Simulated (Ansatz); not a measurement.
Relativistic treatment of Yb

```
CELL_PARAMETERS angstrom
0.00000 2.74310 2.74310
2.74310 0.00000 2.74310
2.74310 2.74310 0.00000
ATOMIC_POSITIONS crystal
Yb 0.00000 0.00000 0.00000
```

The cell is COD entry 9010997, as deposited and not checked against the literature; nothing was relaxed.

Where the f shell is localised, expect the real compound to differ from this run without U.

One fixed cell is solved with PBE by full-potential LAPW in Ansatz 0.2.0 under different relativistic treatments. Pressure is positive in compression.

Numerical set-up: a Γ-centred 12×12×12 k mesh, Fermi–Dirac smearing of 0.05 eV, basis error target 0.25 meV/atom, no spin polarisation.

Gaps under 0.4 eV may close at points that the mesh misses.

```
                                             setting  P (GPa)  gap on the k mesh (eV)
                                 scalar-relativistic    -2.14                    none
                                    non-relativistic     2.56                       ?
                            with spin–orbit coupling        ?                    none
scalar-relativistic, inner shells corrected to Dirac    -2.13                    none
```

(1) Give the missing entry: row "with spin–orbit coupling", column "P (GPa)".

(2) What belongs in the row "non-relativistic", column "gap on the k mesh (eV)"?

## Answers

(1) -2.68.

(2) 0.04.
